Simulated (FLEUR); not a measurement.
# InP (F-43m) in FLEUR: notebook

One crystal, InP, is run at these levels: LDA; tasks: equation of state.

All numbers are computed with FLEUR MaX-R8.1 (later development tree); they aren't measurements. Logs are shortened: lines on timing, memory, paths and dates and some standing lists are left out, and cuts for length are marked.

**The experiment to reproduce.**

From a printed reference work, data compilation, for a bulk crystal of InP: bulk modulus 71 GPa.

The runs below are set against these values where they give the same quantity.

## 1. Starting point

Symmetry: F-43m, No. 216, cubic system. Conventional cell: a = 5.861 Å, b = 5.861 Å, c = 5.861 Å, α = 90.00°, β = 90.00°, γ = 90.00°. In (site symmetry -43m) is surrounded by 4 P at 2.54 Å. P (site symmetry -43m) has 4 In at 2.54 Å as nearest neighbours.

## 2. Equation of state, LDA, 23.66 Å³/atom (volume scaled by 0.94)

Contents of inp.xml:

```xml
<?xml version="1.0" encoding="UTF-8" standalone="no"?>
<fleurInput fleurInputVersion="0.39">
   <comment>
      InP                                                                                                 
   </comment>
   <calculationSetup>
      <cutoffs Kmax="5.0" Gmax="15.5" GmaxXC="15.5" numbands="0"/>
      <scfLoop itmax="60" minDistance="0.00001" maxIterBroyd="15" imix="Anderson" alpha="0.05" precondParam="0.0" spinf="2.0" sdNocoIR="T"/>
      <coreElectrons ctail="T" frcor="F" kcrel="0" coretail_lmax="0"/>
      <xcFunctional name="vwn" relativisticCorrections="F"/>
      <magnetism jspins="1"/>
      <soc l_soc="F" theta="0.0" phi="0.0" spav="F"/>
      <expertModes spex="0" secvar="F"/>
      <geometryOptimization l_f="F" forcealpha="1.0" forcemix="BFGS" epsdisp="0.00001" epsforce="0.00001"/>
      <ldaU l_linMix="F" mixParam="0.05" spinf="1.0"/>
   </calculationSetup>
   <cell>
      <bzIntegration valenceElectrons="32.0" mode="hist" fermiSmearingEnergy="0.00183747">
         <kPointListSelection listName="default-1"/>
         <!-- k-points included here -->
         <xi:include xmlns:xi="http://www.w3.org/2001/XInclude" href="kpts.xml"> </xi:include>
      </bzIntegration>
      <!-- symmetry operations included here -->
      <xi:include xmlns:xi="http://www.w3.org/2001/XInclude" href="sym.xml"> </xi:include>
      <bulkLattice scale="0.9795861087">
         <bravaisMatrix>
            <row-1>    0.0000000000000000     5.5378424081402997     5.5378424081402997</row-1>
            <row-2>    5.5378424081402997     0.0000000000000000     5.5378424081402997</row-2>
            <row-3>    5.5378424081402997     5.5378424081402997     0.0000000000000000</row-3>
         </bravaisMatrix>
      </bulkLattice>
   </cell>
   <atomSpecies>
      <species name="Indium (In)" element="In" atomicNumber="49">
         <mtSphere radius="2.35" gridPoints="801" logIncrement="0.016"/>
         <atomicCutoffs lmax="10" lnonsphr="10"/>
         <electronConfig flipSpins="F">
            <coreConfig>(1s1/2) (2s1/2) (2p1/2) (2p3/2) (3s1/2) (3p1/2) (3p3/2) (3d3/2) (3d5/2)</coreConfig>
            <valenceConfig>(4s1/2) (4p1/2) (4p3/2) (5s1/2) (4d3/2) (4d5/2) (5p1/2) (5p3/2)</valenceConfig>
            <stateOccupation state="(5p1/2)" spinUp="0.166667" spinDown="0.166667"/>
            <stateOccupation state="(5p3/2)" spinUp="0.333333" spinDown="0.333333"/>
         </electronConfig>
         <energyParameters s="5" p="5" d="4" f="4"/>
         <lo type="SCLO" l="0" n="4" eDeriv="0"/>
         <lo type="SCLO" l="1" n="4" eDeriv="0"/>
         <lo type="SCLO" l="1" n="4" eDeriv="1"/>
         <lo type="SCLO" l="2" n="4" eDeriv="2"/>
         <lo type="SCLO" l="3" n="4" eDeriv="2"/>
      </species>
      <species name="Phosphorous (P)" element="P" atomicNumber="15">
         <mtSphere radius="1.96" gridPoints="669" logIncrement="0.017"/>
         <atomicCutoffs lmax="8" lnonsphr="8"/>
         <electronConfig flipSpins="F">
            <coreConfig>(1s1/2) (2s1/2)</coreConfig>
            <valenceConfig>(2p1/2) (2p3/2) (3s1/2) (3p1/2) (3p3/2)</valenceConfig>
            <stateOccupation state="(3p1/2)" spinUp="0.500000" spinDown="0.500000"/>
            <stateOccupation state="(3p3/2)" spinUp="1.000000" spinDown="1.000000"/>
         </electronConfig>
         <energyParameters s="3" p="3" d="3" f="4"/>
         <lo type="SCLO" l="1" n="2" eDeriv="0"/>
         <lo type="SCLO" l="0" n="3" eDeriv="2"/>
         <lo type="SCLO" l="2" n="3" eDeriv="2"/>
         <lo type="SCLO" l="3" n="4" eDeriv="2"/>
      </species>
   </atomSpecies>
   <atomGroups>
      <atomGroup species="Indium (In)">
         <relPos label="                   1">.0000000000 .0000000000 .0000000000</relPos>
         <force calculate="T" relaxXYZ="TTT"/>
      </atomGroup>
      <atomGroup species="Phosphorous (P)">
         <relPos label="                   2">-1.000/4.000 -1.000/4.000 -1.000/4.000</relPos>
         <force calculate="T" relaxXYZ="TTT"/>
      </atomGroup>
   </atomGroups>
   <output dos="F" band="F" slice="F">
      <checks vchk="F" cdinf="F"/>
      <bandDOS minEnergy="-.5*Htr" maxEnergy="0.5*Htr" sigma="0.015" storeEVData="T"/>
      <vacuumDOS vacdos="F" integ="F" star="F" nstars="0" locx1="0.0" locy1="0.0" locx2="0.0" locy2="0.0" nstm="0" tworkf="0.0"/>
      <unfoldingBand unfoldBand="F" supercellX="1" supercellY="1" supercellZ="1"/>
      <plotting iplot="0" polar="F">
         <plot TwoD="T" vec1="  1.0  0.0  0.0" vec2="  0.0  1.0  0.0" vec3="  0.0  0.0  1.0" zero="  0.0  0.0  0.0" file="plot"/>
      </plotting>
      <chargeDensitySlicing numkpt="0" minEigenval="0.0" maxEigenval="0.0" nnne="0" pallst="F"/>
      <specialOutput eonly="F"/>
      <moessbauerParams electricFieldGradient="T" isomerShift="T" coreHyperfine="T" valenceHyperfine="T"/>
      <magneticCircularDichroism mcd="F" energyLo="-10.0" energyUp="0.0"/>
   </output>
  <!-- We include the file relax.xml here to enable relaxations (see documentation) -->
  <xi:include xmlns:xi="http://www.w3.org/2001/XInclude" href="relax.xml"> <xi:fallback/> </xi:include>
</fleurInput>
```

Potentials or basis: all-electron, FLAPW.

Started as:

```sh
$ inpgen -f crystal.txt -profile fastHighL
$ # inp.xml edited to the form shown
$ fleur_MPI
```

Log:

```text
Welcome to FLEUR        (www.flapw.de)
      MaX-Release 8.1          (www.max-centre.eu)

 ========== k-point set info ==========
 Selected k-point list: default-1
 k-point list type: mesh
 8 x 8 x 8
 Number of k points: 29

 ------------Calculation Setup---------------------------
 Number of MPI-tasks      :            1
 Number of PE/node        :            1
 Number of OMP-threads    :            1
 Most efficient MPI parallelization for:
           1          29
 Additional eigenvalue parallelization possible
 Number of basis functions:          762
 Approximate size of matrices (H+S) per k-point:         0.017 GB
 --------------------------------------------------------
 Iteration:     1   Distance:       7.96503750 me/bohr^3
 Iteration:     2   Distance:       7.24345158 me/bohr^3
 Iteration:     3   Distance:       3.56232263 me/bohr^3
 Iteration:     4   Distance:       0.96418263 me/bohr^3
 Iteration:     5   Distance:       0.70967138 me/bohr^3
 Iteration:     6   Distance:       0.21223419 me/bohr^3
 Iteration:     7   Distance:       0.10915282 me/bohr^3
 Iteration:     8   Distance:       0.02321883 me/bohr^3
 Iteration:     9   Distance:       0.00162522 me/bohr^3
 Iteration:    10   Distance:       0.00152447 me/bohr^3
 Iteration:    11   Distance:       0.00018557 me/bohr^3
 Iteration:    12   Distance:       0.00008098 me/bohr^3
 Iteration:    13   Distance:       0.00003872 me/bohr^3
 Iteration:    14   Distance:       0.00000207 me/bohr^3

 ********************************************************************
 Run finished successfully
 Stop message:
   all done
 ********************************************************************
```

out.xml (last iteration):

```text
<iteration numberForCurrentRun="   14" overallNumber="   14">
         <energyParameters units="Htr">
            <atomicEP atomType="1" spin="1" branch="5s" branchLowest="-3.98" branchHighest="1.34" value="-0.0361930183"/>
            <atomicEP atomType="1" spin="1" branch="5p" branchLowest="-2.45" branchHighest="2.08" value="0.1323487265"/>
            <atomicEP atomType="1" spin="1" branch="4d" branchLowest="-15.50" branchHighest="-0.18" value="-0.2833052237"/>
            <atomicEP atomType="1" spin="1" branch="4f" branchLowest="-9.99" branchHighest="2.14" value="0.4534410582"/>
            <loAtomicEP atomType="1" spin="1" branch="4s" branchLowest="-28.51" branchHighest="-3.98" value="-3.9886241244"/>
            <loAtomicEP atomType="1" spin="1" branch="4p" branchLowest="-23.42" branchHighest="-2.45" value="-2.4743181076"/>
            <loAtomicEP atomType="1" spin="1" branch="4p" branchLowest="-23.42" branchHighest="-2.45" value="-2.4743181076"/>
            <loAtomicEP atomType="1" spin="1" branch="4d" branchLowest="-15.50" branchHighest="-0.18" value="-0.2936810382"/>
            <loAtomicEP atomType="1" spin="1" branch="4f" branchLowest="-9.99" branchHighest="2.14" value="0.4534432240"/>
            <atomicEP atomType="2" spin="1" branch="3s" branchLowest="-5.90" branchHighest="1.11" value="-0.2263419126"/>
            <atomicEP atomType="2" spin="1" branch="3p" branchLowest="-4.11" branchHighest="1.63" value="-0.0090921755"/>
            <atomicEP atomType="2" spin="1" branch="3d" branchLowest="-9.99" branchHighest="2.10" value="0.1992773425"/>
            <atomicEP atomType="2" spin="1" branch="4f" branchLowest="-9.99" branchHighest="4.75" value="0.3664893472"/>
            <loAtomicEP atomType="2" spin="1" branch="2p" branchLowest="-9.99" branchHighest="-4.11" value="-4.1131504798"/>
            <loAtomicEP atomType="2" spin="1" branch="3s" branchLowest="-5.90" branchHighest="1.11" value="-0.2263419126"/>
            <loAtomicEP atomType="2" spin="1" branch="3d" branchLowest="-9.99" branchHighest="2.10" value="0.1992767833"/>
            <loAtomicEP atomType="2" spin="1" branch="4f" branchLowest="-9.99" branchHighest="4.75" value="0.3664920606"/>
         </energyParameters>
         <eigenvalues>
            <eigenvaluesAt spin="1" ikpt="1" k_x="0.00000000" k_y="0.00000000" k_z="0.00000000">
                      -4.1130348192       -4.1130348192       -4.1130348192       -3.9886129595       -2.4669345131
                      -2.4669345131       -2.4669345131       -0.2983617461       -0.2983617461       -0.2983617461
                      -0.2914079889       -0.2914079889       -0.2129500541        0.2281797322        0.2281797322
                       0.2281797322        0.2580976892        0.3733674185        0.3733674185        0.3733674185
                       0.5434343626        0.5776782969        0.5776782969        0.6380292808        0.6380292808
            </eigenvaluesAt>
            <eigenvaluesAt spin="1" ikpt="2" k_x="0.00000000" k_y="0.00000000" k_z="0.12500000">
                      -4.1130351488       -4.1130350020       -4.1130350020       -3.9886128586       -2.4669364008
                      -2.4669348478       -2.4669348478       -0.2992934396       -0.2980195787       -0.2980195787
                      -0.2914085673       -0.2914085673       -0.2056383675        0.1691427173        0.2203582288
                       0.2203582288        0.2913526412        0.3808453761        0.3845536394        0.3845536394
                       0.5516950420        0.5516950420        0.5727361020        0.6195076228        0.6860704863
            </eigenvaluesAt>
            <eigenvaluesAt spin="1" ikpt="3" k_x="0.00000000" k_y="0.00000000" k_z="0.25000000">
                      -4.1130351014       -4.1130350044       -4.1130350044       -3.9886126076       -2.4669407423
                      -2.4669355618       -2.4669355618       -0.3013627899       -0.2972936275       -0.2972936275
                      -0.2912977197       -0.2912977197       -0.1851660976        0.0940739867        0.2050646338
[... 20 lines left out ...]
            <totalCharge value="32.0000000000"/>
         </valenceDensity>
         <coreStates atomType="     1" atomicNumber=" 49" spin="1" kinEnergy="   5920.7618944818" eigValSum="  -3512.2670579524" lostElectrons=" 0.000000">
            <state n="1" l="0" j="0.5" energy="-1017.7025083068" weight="1.0000000000"/>
            <state n="2" l="0" j="0.5" energy="-152.0344123265" weight="1.0000000000"/>
            <state n="2" l="1" j="0.5" energy="-141.8350513013" weight="1.0000000000"/>
            <state n="2" l="1" j="1.5" energy="-134.0964968705" weight="2.0000000000"/>
            <state n="3" l="0" j="0.5" energy="-28.5089529756" weight="1.0000000000"/>
            <state n="3" l="1" j="0.5" energy="-24.3871226609" weight="1.0000000000"/>
            <state n="3" l="1" j="1.5" energy="-22.9894394648" weight="2.0000000000"/>
            <state n="3" l="2" j="1.5" energy="-15.6707408268" weight="2.0000000000"/>
            <state n="3" l="2" j="2.5" energy="-15.3840423603" weight="3.0000000000"/>
         </coreStates>
         <coreStates atomType="     2" atomicNumber=" 15" spin="1" kinEnergy="    244.0443285708" eigValSum="   -163.4416431642" lostElectrons=" 0.000142">
            <state n="1" l="0" j="0.5" energy="-75.8196810274" weight="1.0000000000"/>
            <state n="2" l="0" j="0.5" energy="-5.9011405547" weight="1.0000000000"/>
         </coreStates>
         <allElectronCharges>
            <spinDependentCharge spin="1" total="64.0000000" interstitial="4.4103964" mtSpheres="59.5896036"/>
            <totalCharge value="63.9999999965"/>
         </allElectronCharges>
         <moessbauerParams unitsHFF="kG" unitsIS="e/bohr^3" unitsEFG="Htr/bohr^2">
            <coreIsomerShift atomType="1" isTotal="176257.69071">
               <shell n="1" l="0" isomerShift="154361.03711"/>
               <shell n="2" l="0" isomerShift="17946.31735"/>
               <shell n="2" l="1" isomerShift="412.91465"/>
               <shell n="3" l="0" isomerShift="3451.78540"/>
               <shell n="3" l="1" isomerShift="85.63618"/>
               <shell n="3" l="2" isomerShift="0.00001"/>
            </coreIsomerShift>
            <coreIsomerShift atomType="2" isTotal="2355.70189">
               <shell n="1" l="0" isomerShift="2194.08437"/>
               <shell n="2" l="0" isomerShift="161.61751"/>
            </coreIsomerShift>
            <isomerShift atomType="1" nucleusRadius="0.0001148" averageDensity="176990.48141"/>
            <isomerShift atomType="2" nucleusRadius="0.0000742" averageDensity="2368.62766"/>
            <electricFieldGradient atomType="1" VXX="0.00000" VYY="0.00000" VZZ="0.00000" asymParam="0.00000">
            </electricFieldGradient>
            <electricFieldGradient atomType="2" VXX="0.00000" VYY="0.00000" VZZ="0.00000" asymParam="0.00000">
            </electricFieldGradient>
         </moessbauerParams>
         <totalEnergy                                    value="    -6219.1440572651" units="Htr">
            <sumOfEigenvalues                            value="    -3725.7215814397">
               <coreElectrons value="-3675.7087011166"/>
               <valenceElectrons value="-50.0128803231"/>
            </sumOfEigenvalues>
            <densityCoulombPotentialIntegral value="-10007.1031749543"/>
            <densityEffectivePotentialIntegral value="-10241.6435910748"/>
            <chargeDenXCDenIntegral value="-176.9513594347"/>
            <FockExchangeEnergyValence value="0.0000000000"/>
            <FockExchangeEnergyCore value="0.0000000000"/>
            <atomTypeDependentContributions atomType="1">
               <electronNucleiInteractionDifferentMTs value="7119.0959701142"/>
               <MadelungTerm value="-24.9858168928"/>
            </atomTypeDependentContributions>
            <atomTypeDependentContributions atomType="2">
               <electronNucleiInteractionDifferentMTs value="401.1181190358"/>
               <MadelungTerm value="-9.3632139457"/>
            </atomTypeDependentContributions>
            <tkbTimesEntropy value="0.0000000000"/>
            <freeEnergy value="-6219.1440572651"/>
            <extrapolationTo0K value="-6219.1440572651"/>
         </totalEnergy>
         <densityConvergence units="me/bohr^3">
            <chargeDensity spin="1" distance="0.0000020689"/>
         </densityConvergence>
      </iteration>
```

It took 4.7 min on 1 thread of Intel Xeon at 2.50GHz (Skylake/Cascade Lake), shared host; peak memory 0.09 GiB.

Results:

```yaml
Free_energy: -169231.5311 eV
Band_gap_on_the_k_mesh: 0.81 eV, direct
Valence_electrons_inside_the_program's_atomic_spheres: In 18.92; P 8.67 (radii In 2.35, P 1.96 bohr)
```

Caveat: spin-orbit coupling is left out, which moves the levels of the heavy elements.

## 3. Equation of state, LDA, 24.16 Å³/atom (volume scaled by 0.96)

Changes to inp.xml since step 2:

```diff
@@ -24,3 +24,3 @@
       <xi:include xmlns:xi="http://www.w3.org/2001/XInclude" href="sym.xml"> </xi:include>
-      <bulkLattice scale="0.9795861087">
+      <bulkLattice scale="0.9864848297">
          <bravaisMatrix>
```

Potentials or basis: all-electron, FLAPW.

Started as:

```sh
$ inpgen -f crystal.txt -profile fastHighL
$ # inp.xml edited to the form shown
$ fleur_MPI
```

Run time: 5.1 min. Hardware: 1 thread of Intel Xeon at 2.50GHz (Skylake/Cascade Lake), shared host; peak memory 0.09 GiB.

It converged, with:

```yaml
Free_energy: -169231.5472 eV
Band_gap_on_the_k_mesh: 0.70 eV, direct
Valence_electrons_inside_the_program's_atomic_spheres: In 18.90; P 8.66 (radii In 2.35, P 1.96 bohr)
```

Caveat: spin-orbit coupling is left out, which moves the levels of the heavy elements.

## 4. Equation of state, LDA, 25.17 Å³/atom

Changes to inp.xml since step 3:

```diff
@@ -24,3 +24,3 @@
       <xi:include xmlns:xi="http://www.w3.org/2001/XInclude" href="sym.xml"> </xi:include>
-      <bulkLattice scale="0.9864848297">
+      <bulkLattice scale="1.0000000000">
          <bravaisMatrix>
```

Started as:

```sh
$ inpgen -f crystal.txt -profile fastHighL
$ # inp.xml edited to the form shown
$ fleur_MPI
```

Run time: 4.7 min. Hardware: 1 thread of Intel Xeon at 2.50GHz (Skylake/Cascade Lake), shared host; peak memory 0.09 GiB.

The run converged. Its results:

* Free energy: -169231.5494 eV
* Band gap on the k mesh: 0.48 eV, direct
* Valence electrons inside the program's atomic spheres: In 18.87; P 8.63 (radii In 2.35, P 1.96 bohr)

Caveat: spin-orbit coupling is left out, which moves the levels of the heavy elements.

## 5. Equation of state, LDA, 26.17 Å³/atom (volume scaled by 1.04)

Changes to inp.xml since step 4:

```diff
@@ -24,3 +24,3 @@
       <xi:include xmlns:xi="http://www.w3.org/2001/XInclude" href="sym.xml"> </xi:include>
-      <bulkLattice scale="1.0000000000">
+      <bulkLattice scale="1.0131594038">
          <bravaisMatrix>
```

Started as:

```sh
$ inpgen -f crystal.txt -profile fastHighL
$ # inp.xml edited to the form shown
$ fleur_MPI
```

Wall time 6.3 min (1 thread of Intel Xeon at 2.50GHz (Skylake/Cascade Lake), shared host); peak memory 0.1 GiB.

Results (log left out):

```yaml
Free_energy: -169231.5186 eV
Band_gap_on_the_k_mesh: 0.27 eV, direct
Valence_electrons_inside_the_program's_atomic_spheres: In 18.84; P 8.61 (radii In 2.35, P 1.96 bohr)
```

Caveat: spin-orbit coupling is left out, which moves the levels of the heavy elements.

## 6. Equation of state, LDA, 26.68 Å³/atom (volume scaled by 1.06)

Changes to inp.xml since step 5:

```diff
@@ -24,3 +24,3 @@
       <xi:include xmlns:xi="http://www.w3.org/2001/XInclude" href="sym.xml"> </xi:include>
-      <bulkLattice scale="1.0131594038">
+      <bulkLattice scale="1.0196128224">
          <bravaisMatrix>
```

Potentials or basis: all-electron, FLAPW.

Started as:

```sh
$ inpgen -f crystal.txt -profile fastHighL
$ # inp.xml edited to the form shown
$ fleur_MPI
```

It took 6.6 min on 1 thread of Intel Xeon at 2.50GHz (Skylake/Cascade Lake), shared host; peak memory 0.1 GiB.

It converged, with:

- Free energy: -169231.4931 eV
- Band gap on the k mesh: 0.16 eV, direct
- Valence electrons inside the program's atomic spheres: In 18.82; P 8.60 (radii In 2.35, P 1.96 bohr)

Caveat: spin-orbit coupling is left out, which moves the levels of the heavy elements.

## 7. Equation of state, LDA

No new run: the results of the series are fitted here.

Results:

| Quantity | Value |
| --- | --- |
| Equilibrium volume | 24.71 Å³/atom |
| Bulk modulus | 71 GPa |
| Pressure derivative of the bulk modulus | 4.7 (rough: it moves with the points fitted) |

Energy against volume, from the lowest point:
```csv
volume (Å³/atom),energy (meV/atom)
23.657,9.19
24.160,1.12
25.167,0.00
26.173,15.41
26.677,28.19
```

## 8. Comparison with measurements

Step 7. A measured bulk modulus of InP is 71 GPa (a printed reference work, data compilation); the calculated 71 GPa misses it by +0.5 %. The fit is for a static lattice scaled at fixed shape and fixed fractional positions.
